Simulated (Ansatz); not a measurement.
## Structures of WSe2: which is lowest?

Plane-wave DFT in Ansatz with scalar-relativistic PAW potentials, cutoff 420 eV, Γ-centred meshes chosen by cell and gap, Gaussian smearing with energies taken to zero width. Every cell was relaxed (cell and atoms) in a run of its own, within the symmetry of its start. Functional: PBEsol+D3(BJ).

Relaxed structures (starts from databases or built by putting these elements on another compound's sites):
A. P6_3/mmc, 6 atoms in the computed cell, a = 3.231 Å, c = 12.417 Å; sites (symmetry × multiplicity) W -6m2 × 2, Se 3m. × 4; start: database
B. P-6m2, 3 atoms in the computed cell, a = 3.241 Å, c = 16.641 Å; sites (symmetry × multiplicity) W -6m2 × 1, Se 3m. × 2; start: database

Task: Rank them by energy. Could pressure change the order?

Result:
```tsv
structure	group	E − E(lowest) (meV/atom)	V (Å³/atom)	gap on mesh (eV)
A	P6_3/mmc	0.0	18.71	0.71
B	P-6m2	181	50.45	1.65
```

A is lowest, 181 meV/atom under B. The lowest is also the densest of these, so pressure wouldn't bring one of the others in at first order. Other structures may lie lower than all of these, and vibrations aren't counted.

Spin-orbit coupling is left out, which matters for the bands of heavy elements.